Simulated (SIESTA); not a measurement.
Set up this calculation in SIESTA 5.4.2, as an ASE script.

```yaml
Task: band structure
Functional: PBE
Potentials_or_basis: PseudoDojo 0.4 standard (PBE files, fully relativistic)
Basis: TZP (energy shift 0.003 Ry; two zetas on semicore shells)
Grid_cutoff: 800 Ry
Energy_shift: 0.003 Ry
k_mesh: 6 × 6 × 6
Occupations: fermi-dirac, width 0.05 eV
Spin: non-collinear spin, zero start, spin-orbit coupling
Starting_moments: "[[0.0, 0.0, 0.0], [0.0, 0.0, 0.0]] μB"
```

Crystal: GaAs.

```xyz
2
Lattice="0.0000 2.8268 2.8268 2.8268 0.0000 2.8268 2.8268 2.8268 0.0000" Properties=species:S:1:pos:R:3 pbc="T T T"
As    4.2403    4.2403    4.2403
Ga    0.0000    0.0000    0.0000
```

One way to write it, as run:

run.py

```python
from ase import Atoms
from ase.calculators.siesta import Siesta
from ase.units import Ry, GPa

atoms = Atoms(
    ['As', 'Ga'],
    cell=[
        [0.0, 2.82685, 2.82685],
        [2.82685, 0.0, 2.82685],
        [2.82685, 2.82685, 0.0],
    ],
    scaled_positions=[
        [0.75, 0.75, 0.75],
        [0.0, 0.0, 0.0],
    ],
    pbc=True,
)

fdf = {
    'SCFMustConverge': False,
    'DM.InitSpin': ['  1   0.000     0.00     0.00', '  2   0.000     0.00     0.00'],
    'WriteOrbMom': 'true',
    'OccupationFunction': 'FD',
    'ElectronicTemperature': '0.05 eV',
    'MaxSCFIterations': '120',
    'SCF.Mixer.Method': 'Pulay',
    'SCF.Mixer.Weight': '0.25',
    'SCF.Mixer.History': '8',
    'SCF.DM.Tolerance': '5.0e-05',
    'SCF.H.Tolerance': '1.0e-03 eV',
    'WriteForces': 'true',
    'Charge.Mulliken': 'end',
    'BandLinesScale': 'ReciprocalLatticeVectors',
    'BandLines': ['  1    0.000000   0.000000   0.000000  \\Gamma', ' 12    0.500000   0.000000   0.500000  X', '  6    0.500000   0.250000   0.750000  W', '  4    0.375000   0.375000   0.750000  K', ' 13    0.000000   0.000000   0.000000  \\Gamma', ' 11    0.500000   0.500000   0.500000  L', '  8    0.625000   0.250000   0.625000  U', '  4    0.500000   0.250000   0.750000  W', '  9    0.500000   0.500000   0.500000  L', '  8    0.375000   0.375000   0.750000  K', '  1    0.625000   0.250000   0.625000  U', '  4    0.500000   0.000000   0.500000  X'],
    'PAO.Basis': ['As.1 4', 'n=4 0 3', '  5.512 0.000 0.000', 'n=4 1 3', '  7.356 0.000 0.000', 'n=3 2 2', '  2.890 0.000', 'n=4 2 1', '  7.356', 'Ga.2 4', 'n=4 0 3', '  6.575 0.000 0.000', 'n=4 1 3', '  9.448 0.000 0.000', 'n=3 2 2', '  3.590 0.000', 'n=4 2 1', '  9.448'],
}
calc = Siesta(
    label="GaAs",
    command="siesta < PREFIX.fdf > PREFIX.out",
    pseudo_path="pseudos",
    pseudo_qualifier="",
    xc=('GGA', 'PBE'),
    basis_set="TZP",
    mesh_cutoff=800 * Ry,
    energy_shift=0.003 * Ry,
    kpts=[6, 6, 6],
    spin="spin-orbit",
    fdf_arguments=fdf,
)
atoms.calc = calc

print(f"energy = {atoms.get_potential_energy():.6f} eV")
free = atoms.get_potential_energy(force_consistent=True)
print(f"free energy = {free:.6f} eV")
print("forces (eV/A):")
print(atoms.get_forces(apply_constraint=False).round(6))
print("stress (GPa, Voigt order, tension positive):", (atoms.get_stress() / GPa).round(4))
```

Potentials or basis: PseudoDojo 0.4 standard (PBE files, fully relativistic), TZP (energy shift 0.003 Ry; two zetas on semicore shells).

Run with:

```console
$ python run.py
```

Results of the run:

```yaml
Pressure: 4.2 GPa
Band_gap_on_the_k_mesh: 0.47 eV, direct
Band_gap_along_the_path: 0.47 eV, direct
Net_moment: 0.00 μB per cell
```

Caveat: the basis of atomic orbitals isn't converged, which shifts pressures, moduli and gaps.

Wall time 3.6 min on 1 thread of Intel(R) Xeon(R) 6975P-C (Granite Rapids), with other jobs on the host, peak memory 0.57 GiB.
